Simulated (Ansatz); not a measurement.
# What moves the field gradients of SiO2?

Cell of run 1: a Materials Project structure (computed, not necessarily an observed phase), taken as it stands.

Space group I-42m (No. 121); a = 9.1596, c = 8.2312 Å.

```csv
site,Wyckoff,site symmetry,x,y,z
Si,16j,1,0.7949,0.4372,0.3183
O9,8f,.2.,0.0000,0.2833,0.0000
O10,8i,..m,0.8546,0.1454,0.7713
O11,16j,1,0.9302,0.3231,0.3076
```

One atom of each set is listed; the run and its k-mesh use a cell of 24 atoms with edges of 7.67, 7.67, 7.67 Å.

All runs are DFT with Ansatz 0.2.0 (plane waves and PAW, scalar-relativistic unless spin–orbit coupling is named, Γ-centred meshes, Fermi–Dirac smearing where given) in this cell.

Run 1: PBE, atoms as given; 420 eV, 4×4×4 k-points, smearing 0.02 eV.
Run 2: r2SCAN, atoms as given; 500 eV, 4×4×4 k-points, smearing 0.02 eV.
Run 3: PBE, gradients read without the response of the cores, atoms as given; 420 eV, 4×4×4 k-points, smearing 0.02 eV.

(1) What does each run give, and what moves the gradients most?

Results:

(1) 

```csv
run,O9 V_zz (η),O10 V_zz (η),O11 V_zz (η)
1,10.13 (0.02),9.05 (0.31),8.91 (0.24)
2,9.96 (0.03),8.93 (0.31),8.79 (0.24)
3,10.46 (0.02),9.34 (0.31),9.20 (0.24)
```

V_zz in 10²¹ V/m²; 3 of the 4 sets of like atoms are followed. Against run 1, the gradient tensors on these sites move by at most 0.16 in run 2 (O9), 0.34 in run 3 (O9). Taken one at a time, the response of the cores moves the tensors on these sites by up to 0.34 (largest principal value of the change, on O9), the functional (r2SCAN with its higher cutoff) by 0.16 (O9).

In runs 1, 3 the atoms aren't at the calculated equilibrium (largest force 0.40, 0.40 eV/Å).
